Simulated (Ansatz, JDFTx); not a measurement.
**Zr: 3 runs at one level of theory**

The starting cell:

```
CELL_PARAMETERS angstrom
3.23200 0.00000 0.00000
-1.61600 2.79899 0.00000
0.00000 0.00000 5.14700
ATOMIC_POSITIONS crystal
Zr 0.66667 0.33333 0.75000
Zr 0.33333 0.66667 0.25000
```

Alike in all runs: task relaxation of cell and atoms; functional PBE; dispersion D3(BJ); k mesh 9 × 9 × 5; occupations fermi-dirac, width 0.05 eV; no spin polarisation; no spin-orbit coupling.

```csv
program and potentials,plane-wave cutoff (eV),notes,equilibrium volume (Å³/atom)
"Ansatz, Ansatz PAW",420,-,22.45
"JDFTx, PseudoDojo-SR-PBE-0.5-standard",898,-,22.48
"Ansatz, all-electron LAPW, scalar-relativistic",-,-,22.46
```

The equilibrium volume spans 22.45 (Ansatz, Ansatz PAW) to 22.48 Å³/atom (JDFTx, PseudoDojo-SR-PBE-0.5-standard), with all-electron results at 22.46. Relaxations stop with a little pressure left, so the last digit of a volume isn't settled.

The functional is the same throughout but for its coding, so the spread measures potentials, basis and numerics; runs on potential files found faulty are left out.
